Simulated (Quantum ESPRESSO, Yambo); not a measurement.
# A GW chain in Yambo: Sb (buckled honeycomb monolayer), part 3 of 3

Aim: the G0W0 gap of Sb (buckled honeycomb monolayer) on PBE, step by step.

Quantum ESPRESSO 7.5 and Yambo 5.3.0; PBE and many-body steps on it, plane waves. Known limits of the many-body steps: not at the basis limit; no spin-orbit coupling.

So far. Step 3 (Bands along the symmetry lines): The gap is 1.297 eV, −0.017 eV from the run before at this level. Step 4 (Empty states on the mesh, 6×6×1 mesh, 120 bands): On this mesh the gap is 1.314 eV.

## (6) Screening and self-energy, 6×6×1 mesh, 120 bands, screening to 108.8 eV

Now the one-shot GW correction: screening in the RPA, then the self-energy of the levels asked for.

This step: G0W0 on PBE, plane waves, norm-conserving pseudopotentials.

Contents of gw1.in:

```
HF_and_locXC
gw0
dyson
ppa
em1d
rim_cut
rim_w
RandQpts= 3000000
RandGvec= 100 RL
CUTGeo= "slab z"
RandGvecW= 9 RL
EXXRLvcs= 88 Ry
VXCRLvcs= 352 Ry
Chimod= "HARTREE"
% BndsRnXp
 1 | 120 |
%
NGsBlkXp= 8 Ry
% LongDrXp
 1 | 1 | 0 |
%
% GbndRnge
 1 | 120 |
%
DysSolver= "n"
ExtendOut
PPAPntXp= 27.21138 eV
% QPkrange
 1 | 7 | 19 | 27 |
%
```

On the command line:

```console
$ OMP_NUM_THREADS=1 mpirun -n 4 yambo -F gw1.in -J gw1 -C gw1 > gw1.log
```

The log of the run:

```text
 Yambo, version 5.3.0

 [02] CORE Variables Setup
 =========================

  [... cell, symmetries and grids as in the set-up ...]

  [02.05] Energies & Occupations
  ==============================

  [X] === General ===
  [X] Electronic Temperature                        :  0.000000  0.000000 [eV K]
  [X] Bosonic    Temperature                        :  0.000000  0.000000 [eV K]
  [X] Finite Temperature mode                       : no
  [X] El. density                                   :  0.22273E+24 [cm-3]
  [X] Fermi Level                                   : -0.091652 [eV]

  [X] === Gaps and Widths ===
  [X] Conduction Band Min                           :  1.313505 [eV]
  [X] Valence Band Max                              :  0.000000 [eV]
  [X] Filled Bands                                  :  23
  [X] Empty Bands                                   :   24  120
  [X] Direct Gap                                    :  1.577658 [eV]
  [X] Direct Gap localized at k                     :  1
  [X] Indirect Gap                                  :  1.313505 [eV]
  [X] Indirect Gap between kpts                     :  1  3
  [X] Last valence band width                       :  1.770319 [eV]
  [X] 1st conduction band width                     :  0.892837 [eV]

 [03] Transferred momenta grid and indexing
 ==========================================

 IBZ Q-points                                      :   7
 BZ  Q-points                                      :   36

 K/Q-points units:
 rlu = crystal or reduced units; cc = cartesian coordinates; iku = interal k-units

 Q [1]          [rlu]:  0.000000  0.000000  0.000000
 Q [2]          [rlu]: -0.42332E-17  0.16667       0.0000
 Q [3]          [rlu]: -0.84664E-17  0.33333       0.0000
 Q [4]          [rlu]:  0.12700E-16 -0.50000       0.0000
 Q [5]          [rlu]:  0.166667  0.166667  0.000000
 Q [6]          [rlu]:  0.166667  0.333333  0.000000
 Q [7]          [rlu]:  0.333333  0.333333  0.000000

 [04] Coloumb potential Random Integration (RIM)
 ===============================================

 Performing RIM of v_slab

  [04.01] RIM initialization
  ==========================

  * Diagonal components only detected *

  8 x (sBL volume)        :  0.039551 [a.u.]
  sBZ random points       :  3000000
  Points outside the sBZ  :  24000829
  RL volume               :  0.177979 [a.u.]
  Integrated volume       :  0.177973 [a.u.]

  [04.02] RIM integrals
  =====================

  Gamma point sphere radius             :  0.036404 [a.u.]
  Points outside the sphere             :  2398884
  [Int_sBZ(q=0) 1/q^2]*(Vol_sBZ)^(-1/3) =:  7.385819
                                 should be <:  7.795600

  Summary of Coulomb integrals for non-metallic bands |Q|[au] RIM/Bare

  Q [1] 0.100000E-4 0.947434 * Q [2] 0.155039 0.953725
  Q [5] 0.268535 1.010255 * Q [3] 0.310078 1.014225
  Q [6] 0.410195 1.014662 * Q [4] 0.465117 1.013136
  Q [7] 0.537071 1.010659
  Non-periodic chartesian directions : none
  Optical renormalization            :  26.45617 [au]
  Polarizability dimension           : length

 [05] Coloumb potential CutOffslab
 =================================

 Cut directionsZ
 Slab Cutoff:Z
 Symmetry test passed : yes

 [06] Dipoles
 ============

  [06.01] Setup: observables and procedures
  =========================================

 [07] Dynamic Dielectric Matrix (PPA)
 ====================================

 [WR./gw1//ndb.pp]---------------------------------------------------------------
  Brillouin Zone Q/K grids (IBZ/BZ)                :    7   36    7   36
  RL vectors                                       :  22895 [WF]
  Coulomb cutoff potential                         : slab z
  Electronic Temperature                           :  0.000000 [K]
  Bosonic    Temperature                           :  0.000000 [K]
  PPA    diel. fun.  energies                      : Perdew, Burke & Ernzerhof(X)+Perdew, Burke & Ernzerhof(C)
  wavefunctions                                    : Perdew, Burke & Ernzerhof(X)+Perdew, Burke & Ernzerhof(C)
  Global Gauge                                     : length
  X matrix size                                    :   539
  X band range                                     :    1  120
  X e/h energy range                               : -1.000000 -1.000000 [eV]
  X Time ordering                                  : R
  X Hxc Kernel                                     : HARTREE
  X Drude frequency                                :  0.000000  0.000000
  X poles                                          :  100.0000 [o/o]
  RL vectors in the sum                            :  22895
  [r,Vnl] included                                 : yes
  Field direction                                  :  0.707107E-5  0.707107E-5   0.00000
  BZ energy Double Grid                            : no
  BZ energy DbGd points                            : 0
  BZ Q point size factor                           : -1.000000
  X Optical Averaged directions                    : none

 [08] Local Exchange-Correlation + Non-Local Fock
 ================================================

 [VXC] Plane waves :  155503
 [EXS] Plane waves :  19465

 QP @ state[ 1 ] K range:   1   7
 QP @ state[ 1 ] b range:  19  27

 [xc] Functional : Perdew, Burke & Ernzerhof(X)+Perdew, Burke & Ernzerhof(C)
 [xc] LIBXC used to calculate xc functional
  PP Number of Atomic Species                      :  1
  NLCC RL compoments                               :  155503
  PP Number of Atomic Species                      :  1
  NLCC RL compoments                               :  155503

 [xc] E_xc :  -38.17778 [Ha]
      E_xc :  -76.35555 [Ry]

  Local XC kind (lXC) : Perdew, Burke & Ernzerhof(X)+Perdew, Burke & Ernzerhof(C)
  Non-Local XC kind (nlXC) : Hartree-Fock

  Corrections @ K [1] :  [eV]
 <19|nlXC|19> = -18.90003  0.18535E-17 <19|lXC|19> = -12.61786  0.19335E-30
 <20|nlXC|20> = -16.85790  0.34694E-17 <20|lXC|20> = -12.82259 -0.18882E-15
 <21|nlXC|21> = -11.75849  0.21991E-16 <21|lXC|21> = -10.02948 -0.94408E-16
 <22|nlXC|22> = -13.64658 -0.15172E-19 <22|lXC|22> = -12.65901 -0.94408E-16
 <23|nlXC|23> = -13.64659  0.11341E-16 <23|lXC|23> = -12.65900  0.37763E-15
 <24|nlXC|24> = -7.883624  0.47062E-18 <24|lXC|24> = -11.39978 -0.56645E-15
 <25|nlXC|25> = -8.017846 -0.60966E-18 <25|lXC|25> = -11.90642 -0.18882E-15
 <26|nlXC|26> = -8.017832  0.63152E-18 <26|lXC|26> = -11.90643  0.41191E-30
 <27|nlXC|27> = -0.747040  0.29831E-18 <27|lXC|27> = -1.933007 -0.27286E-21

  Corrections @ K [2] :  [eV]
 <19|nlXC|19> = -18.83130  0.39555E-17 <19|lXC|19> = -12.68820 -0.56645E-15
[...]
Corrections @ K [3] :  [eV]
[...]
Corrections @ K [4] :  [eV]
[...]
Corrections @ K [5] :  [eV]
[...]
Corrections @ K [6] :  [eV]
[...]
Corrections @ K [7] :  [eV]
[...]
<23|nlXC|23> = -13.34318 -0.68192E-17 <23|lXC|23> = -11.24078 -0.47204E-16
 <24|nlXC|24> = -6.295527  0.11441E-17 <24|lXC|24> = -9.491353  0.23602E-16
 <25|nlXC|25> = -6.302821 -0.17209E-17 <25|lXC|25> = -10.30715  0.47204E-16
 <26|nlXC|26> = -6.302823  0.10334E-18 <26|lXC|26> = -10.30715  0.94408E-16
 <27|nlXC|27> = -2.041302 -0.11369E-17 <27|lXC|27> = -5.142972  0.70806E-16

  [08.01] Hartree-Fock occupations report
  =======================================

  [Hartree-Fock] === General ===
  [Hartree-Fock] Electronic Temperature             :  0.000000  0.000000 [eV K]
  [Hartree-Fock] Bosonic    Temperature             :  0.000000  0.000000 [eV K]
  [Hartree-Fock] Finite Temperature mode            : no
  [Hartree-Fock] El. density                        :  0.22273E+24 [cm-3]
  [Hartree-Fock] Fermi Level                        : -0.091652 [eV]

  [Hartree-Fock] === Gaps and Widths ===
  [Hartree-Fock] Conduction Band Min                :  4.380212 [eV]
  [Hartree-Fock] Valence Band Max                   : -0.987592 [eV]
  [Hartree-Fock] Filled Bands                       :  23
  [Hartree-Fock] Empty Bands                        :   24  120
  [Hartree-Fock] Direct Gap                         :  6.081403 [eV]
  [Hartree-Fock] Direct Gap localized at k          :  1
  [Hartree-Fock] Indirect Gap                       :  5.367804 [eV]
  [Hartree-Fock] Indirect Gap between kpts          :  1  3
  [Hartree-Fock] Last valence band width            :  2.885125 [eV]
  [Hartree-Fock] 1st conduction band width          :  1.167853 [eV]

 [09] Dyson equation: Newton solver
 ==================================

  [09.01] RIM-W interpolation
  ===========================

  [WARNING] RIM-W works only for 2D semiconductors with slab cutoff
  Found compatible q grid: 2D
  q_min[ 1 ]:  0.16667      0.25476E-11   0.0000     [rlu]
   0.166667  0.083333  0.000000 [iku]
  q_min[ 2 ]:  0.42332E-17  0.16667       0.0000     [rlu]
  -0.46629E-11  0.16667       0.0000     [iku]
  G-vectors :  13
  G-vectors loaded:  139
  Number of interpolated frequencies:  2

  Evaluating coefficients q = 0
  Evaluating coefficients q = 0

  [09.02] RIM-W integrals
  =======================

  8 x (sBL volume)        :  0.039551 [a.u.]
  sBZ random points       :  3000000
  Points outside the sBZ  :  24000829
  RL volume               :  0.177979 [a.u.]
  Integrated volume       :  0.177973 [a.u.]

  [09.03] RIM integrals
  =====================

  Comparison between head Wc = W - v averages: < Wc > [au] RIM-W/RIM

   < -Wc [Q = 1] > 0.345787E-1 0.528966E-4 * < -Wc [Q = 2] > 0.005608 0.005456
   < -Wc [Q = 3] > 0.001111 0.001090 * < -Wc [Q = 4] > 0.380570E-3 0.376411E-3
   < -Wc [Q = 5] > 0.001608 0.001576 * < -Wc [Q = 6] > 0.543566E-3 0.538364E-3
   < -Wc [Q = 7] > 0.256464E-3 0.254854E-3

  Comparison between head Wc = W - v averages: < Wc > [au] RIM-W/RIM

   < -Wc [G = 1,G`=0] > 0.345787E-1 0.528966E-4 * < -Wc [G = 2,G`=0] >-0.001568 0.000000
   < -Wc [G = 3,G`=0] >-0.001568 0.000000 * < -Wc [G = 4,G`=0] > 0.194661E-4  0.00000
   < -Wc [G = 5,G`=0] > 0.194519E-4  0.00000 * < -Wc [G = 6,G`=0] > 0.693057E-4  0.00000
   < -Wc [G = 7,G`=0] > 0.693226E-4  0.00000 * < -Wc [G = 8,G`=0] >-0.465972E-5  0.00000
   < -Wc [G = 9,G`=0] >-0.513427E-5  0.00000 * < -Wc [G = 10,G`=0] >-0.464600E-5  0.00000
   < -Wc [G = 11,G`=0] >-0.483719E-5  0.00000 * < -Wc [G = 12,G`=0] >-0.509996E-5  0.00000
   < -Wc [G = 13,G`=0] >-0.481452E-5  0.00000

 [10] G0W0 (W PPA)
 =================

 [  GW  ] Bands range     :    1  120
 [GW/PPA] G damping       :  0.100000 [eV]

 QP @ state[ 1 ] K range:   1   7
 QP @ state[ 1 ] b range:  19  27

  Sc/G bands                                       :    1  120
  Sc/G damping                                     :  0.100000 ev
  Sc bands terminator                              : no
  Sx RL components                                 :  19465

  QP @ state[ 1 ] K range                          :   1   7
  QP @ state[ 1 ] b range                          :  19  27
  GF energies kind                                 : Perdew, Burke & Ernzerhof(X)+Perdew, Burke & Ernzerhof(C)
  GF WF`s kind                                     : Perdew, Burke & Ernzerhof(X)+Perdew, Burke & Ernzerhof(C)
  Xs energies kind                                 : Perdew, Burke & Ernzerhof(X)+Perdew, Burke & Ernzerhof(C)
  Xs WF`s kind                                     : Perdew, Burke & Ernzerhof(X)+Perdew, Burke & Ernzerhof(C)

 [14] Game Over & Game summary
```

Wall time 19 min (4 MPI ranks of Arm Neoverse V1, shared host); peak memory 4.3 GiB; 77 min of CPU time.

Numbers from this step:

```
G0W0 gap on the mesh                         : 2.099 eV
starting gap on the mesh                     : 1.314 eV
k of the valence top                         : 0, 0, 0
k of the conduction bottom                   : 0, 0.3333, 0
least direct G0W0 gap on the computed points : 2.609 eV
Z at the valence top                         : 0.7331
Z at the conduction bottom                   : 0.7382
```

The gap on the mesh goes from 1.31 eV to 2.10 eV, a correction of +0.79 eV.

Limits: finite bands, cutoff and mesh; no spin-orbit coupling. v1 is the top filled band, c1 the lowest empty one. The levels before and after the correction (eV, zero at the valence-band top of each column):

```csv
,conduction bottom,valence top
Kohn-Sham,1.31,0.00
G0W0,2.10,0.00
```

```csv
,level,energy (eV)
Kohn-Sham,Γ v3,-0.568
Kohn-Sham,Γ v2-v1,0.000
Kohn-Sham,Γ c1,1.578
Kohn-Sham,Γ c2-c3,2.790
Kohn-Sham,(0 0.333 0) v3,-2.962
Kohn-Sham,(0 0.333 0) v2,-1.257
Kohn-Sham,(0 0.333 0) v1,-0.815
Kohn-Sham,(0 0.333 0) c1,1.314
Kohn-Sham,(0 0.333 0) c2,3.097
Kohn-Sham,(0 0.333 0) c3,3.569
G0W0,Γ v3,-0.900
G0W0,Γ v2-v1,0.000
G0W0,Γ c1,2.609
G0W0,Γ c2-c3,3.841
G0W0,(0 0.333 0) v3,-3.288
G0W0,(0 0.333 0) v2,-1.377
G0W0,(0 0.333 0) v1,-1.012
G0W0,(0 0.333 0) c1,2.099
G0W0,(0 0.333 0) c2,3.954
G0W0,(0 0.333 0) c3,4.643
```

## (7) Where the time went

Times are wall times on the hardware named with each run, good to a factor of about two.

```csv
step,time,share,memory (GiB)
ground state,27 s,2 %,0.73
bands along the symmetry lines,16 s,1 %,0.56
empty states on the mesh,45 s,4 %,1.1
conversion and set-up,2.7 s,0 %,0.26
screening and self-energy,19 min,93 %,4.3
```

## (8) Outcome

```json
{
  "PBE gap": "1.30 eV, indirect",
  "G0W0 gap on the mesh": "2.10 eV",
  "GW settings": "6×6×1 mesh, 120 bands, screening to 108.8 eV, Godby-Needs plasmon pole",
  "known limits": "not at the basis limit; no spin-orbit coupling"
}
```

G0W0 moves the gap on the mesh from 1.31 eV to 2.10 eV (+0.79 eV), with Z of 0.73 and 0.74 at the edges. The dearest step here is «screening and self-energy». Against experiment, by G0W0@PBE: the direct gap of 2.61 eV lies +0.40 eV from the measured 2.21 eV (exciton, 2020). An exciton line or allowed optical edge lies below the quasiparticle gap by the binding energy; a forbidden edge can push the onset above it. The computed sheet is free-standing; a substrate or cover screens it further and lowers both gap and binding, while the exciton line moves little. The calculation has static nuclei and no excitons; a measured gap holds zero-point and thermal motion, which mostly lowers it. Bands and cutoff are finite, so the gap is not at the basis limit. The miss can reach some tenths of an eV and take either sign; the mesh is an error of its own. The many-body steps are scalar-relativistic: spin-orbit coupling is not in them.

[Paths, hosts, dates, memory and timing lines, banners, echoed tables and standing remarks are left out of the program output.]

[Logs are printed without paths, hosts, clocks, repeated set-up lines and the standing remarks that a program may print on its own settings, such as how far it seeks lower states.]

[Runs of the session that timed out or met a known fault of the program may be left out.]

[Hosts, paths, dates, database ids (printed as entryN), source tags and the programs' standing remarks are cut or masked in the printed files.]
